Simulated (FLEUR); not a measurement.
Sn in FLEUR: convergence with lmax

Input of the first run (lmax 5); the others differ in this setting and in those tied to it:

The input inp.xml:

```xml
<?xml version="1.0" encoding="UTF-8" standalone="no"?>
<fleurInput fleurInputVersion="0.39">
   <comment>
      Sn                                                                                                  
   </comment>
   <calculationSetup>
      <cutoffs Kmax="4.1" Gmax="12.7" GmaxXC="12.7" numbands="0"/>
      <scfLoop itmax="60" minDistance="0.00001" maxIterBroyd="15" imix="Anderson" alpha="0.05" precondParam="0.0" spinf="2.0" sdNocoIR="T"/>
      <coreElectrons ctail="T" frcor="F" kcrel="0" coretail_lmax="0"/>
      <xcFunctional name="PBEs" relativisticCorrections="F"/>
      <magnetism jspins="1"/>
      <soc l_soc="F" theta="0.0" phi="0.0" spav="F"/>
      <expertModes spex="0" secvar="F"/>
      <geometryOptimization l_f="T" forcealpha="1.0" forcemix="BFGS" epsdisp="0.0005" epsforce="0.0002"/>
      <ldaU l_linMix="F" mixParam="0.05" spinf="1.0"/>
   </calculationSetup>
   <cell>
      <bzIntegration valenceElectrons="22.0" mode="hist" fermiSmearingEnergy="0.00183747">
         <kPointListSelection listName="default-1"/>
         <!-- k-points included here -->
         <xi:include xmlns:xi="http://www.w3.org/2001/XInclude" href="kpts.xml"> </xi:include>
      </bzIntegration>
      <!-- symmetry operations included here -->
      <xi:include xmlns:xi="http://www.w3.org/2001/XInclude" href="sym.xml"> </xi:include>
      <bulkLattice scale="1.0">
         <bravaisMatrix>
            <row-1>   -3.5803730397631557     3.5803730397631557     3.5803730397631557</row-1>
            <row-2>    3.5803730397631557    -3.5803730397631557     3.5803730397631557</row-2>
            <row-3>    3.5803730397631557     3.5803730397631557    -3.5803730397631557</row-3>
         </bravaisMatrix>
      </bulkLattice>
   </cell>
   <atomSpecies>
      <species name="Tin (Sn)" element="Sn" atomicNumber="50">
         <mtSphere radius="2.66" gridPoints="879" logIncrement="0.015"/>
         <atomicCutoffs lmax="5" lnonsphr="3"/>
         <electronConfig flipSpins="F">
            <coreConfig>(1s1/2) (2s1/2) (2p1/2) (2p3/2) (3s1/2) (3p1/2) (3p3/2) (3d3/2) (3d5/2)</coreConfig>
            <valenceConfig>(4s1/2) (4p1/2) (4p3/2) (5s1/2) (4d3/2) (4d5/2) (5p1/2) (5p3/2)</valenceConfig>
            <stateOccupation state="(5p1/2)" spinUp="0.333333" spinDown="0.333333"/>
            <stateOccupation state="(5p3/2)" spinUp="0.666667" spinDown="0.666667"/>
         </electronConfig>
         <energyParameters s="5" p="5" d="4" f="4"/>
         <lo type="SCLO" l="0" n="4" eDeriv="0"/>
         <lo type="SCLO" l="1" n="4" eDeriv="0"/>
         <lo type="SCLO" l="1" n="4" eDeriv="1"/>
         <lo type="SCLO" l="2" n="4" eDeriv="2"/>
         <lo type="SCLO" l="3" n="4" eDeriv="2"/>
      </species>
   </atomSpecies>
   <atomGroups>
      <atomGroup species="Tin (Sn)">
         <relPos label="                   1">.0000000000 .0000000000 .0000000000</relPos>
         <force calculate="T" relaxXYZ="TTT"/>
      </atomGroup>
   </atomGroups>
   <output dos="F" band="F" slice="F">
      <checks vchk="F" cdinf="F"/>
      <bandDOS minEnergy="-.5*Htr" maxEnergy="0.5*Htr" sigma="0.015" storeEVData="T"/>
      <vacuumDOS vacdos="F" integ="F" star="F" nstars="0" locx1="0.0" locy1="0.0" locx2="0.0" locy2="0.0" nstm="0" tworkf="0.0"/>
      <unfoldingBand unfoldBand="F" supercellX="1" supercellY="1" supercellZ="1"/>
      <plotting iplot="0" polar="F">
         <plot TwoD="T" vec1="  1.0  0.0  0.0" vec2="  0.0  1.0  0.0" vec3="  0.0  0.0  1.0" zero="  0.0  0.0  0.0" file="plot"/>
      </plotting>
      <chargeDensitySlicing numkpt="0" minEigenval="0.0" maxEigenval="0.0" nnne="0" pallst="F"/>
      <specialOutput eonly="F"/>
      <moessbauerParams electricFieldGradient="T" isomerShift="T" coreHyperfine="T" valenceHyperfine="T"/>
      <magneticCircularDichroism mcd="F" energyLo="-10.0" energyUp="0.0"/>
   </output>
  <!-- We include the file relax.xml here to enable relaxations (see documentation) -->
  <xi:include xmlns:xi="http://www.w3.org/2001/XInclude" href="relax.xml"> <xi:fallback/> </xi:include>
</fleurInput>
```

crystal.txt

```
Sn
&input cartesian=F /
-1.8946518192  1.8946518192  1.8946518192
1.8946518192  -1.8946518192  1.8946518192
1.8946518192  1.8946518192  -1.8946518192
1.8897261246
1.0 1.0 1.0

1
50 0.0000000000  0.0000000000  0.0000000000

&kpt div1=8 div2=8 div3=8 gamma=T /
```

Potentials or basis: all-electron, FLAPW.

Launch:

```console
$ inpgen -f crystal.txt -profile fastHighL
$ # inp.xml edited to the form shown
$ fleur_MPI
```

This isn't the form of Sn at room conditions, which is tetragonal (white tin).

Hardware: 1 thread of Arm Neoverse V2 (shared host).

| lmax | energy less the tightest run, at zero smearing (meV/atom) | SCF cycles | CPU time (s) | peak memory (GiB) |
| --- | --- | --- | --- | --- |
| 4 | crashed | - | - | - |
| 5 | -1.56 | 12 | 7.4 | 0.05 |
| 6 | 1.15 | 12 | 8.3 | 0.05 |
| 7 | 0.24 | 12 | 8.4 | 0.05 |
| 8 | 0.08 | 12 | 10 | 0.06 |
| 10 | -0.01 | 12 | 13 | 0.07 |
| 12 | 0.00 | 12 | 17 | 0.08 |

Against the tightest run, the energy stays within 1 meV/atom from 7 on. The tightest run that finished is the yardstick and may itself not be fully converged.
